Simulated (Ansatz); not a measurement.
Cohesive energies along the 5d metals

Computed with Ansatz, DFT, m-r2SCAN, plane waves (500 eV) with PAW, scalar-relativistic. (PAW data from PBE, frozen cores regenerated.)

The free atom is spin-polarised, without symmetry, in a box of 14 × 14.4 × 14.8 Å, in the lowest state that the tried spin starts reached (hybrids start from one state alone); no zero-point energy, no spin-orbit coupling, no dispersion.

**Question.** Rank by cohesive energy per atom, weakest first.
A. lutetium (hcp)
B. gold (fcc)
C. mercury (alpha-Hg (rhombohedral))
D. osmium (hcp)

**Answer.** C (0.46 eV), B (3.52 eV), A (4.74 eV), D (9.12 eV).

m-r²SCAN is r²SCAN on the gauge-invariant kinetic-energy density; without spin polarisation the two are equal.
